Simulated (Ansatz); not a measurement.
The system is HfB2.

```
Hf B
1.0
     3.14000    0.00000    0.00000
    -1.57000    2.71932    0.00000
     0.00000    0.00000    3.48000
Hf B
1 2
Direct
  0.00000 0.00000 0.00000
  0.66667 0.33333 0.50000
  0.33333 0.66667 0.50000
```

Base run:

```yaml
Program: Ansatz 0.2.0
Functional: PBEsol
Potentials_or_basis: Ansatz PAW
Cutoff: 420 eV
Density_cutoff: 1680 eV
k_mesh: 10 × 10 × 8
Occupations: fermi-dirac, width 0.05 eV
Spin: no spin polarisation
Hubbard_terms: Hf d U = 3 eV
```

Its results: band gap on the k mesh none (metal or under the smearing width); pressure -1.4 GPa.

Problem. The run is repeated on the same cell with these changes: hubbard terms from Hf d U = 3 eV to Hf d U = 1 eV. What comes out?

Solution. Band gap on the k mesh none (metal or under the smearing width); pressure -3.4 GPa.

Caveats: U without spin polarisation on a metal has little footing; the PAW data sets come from PBE, with cores solved anew for the run's functional, which leaves a small shift of forces and pressure; the U is typed as a test and isn't derived for this compound.

Not every run made on this cell is shown here.
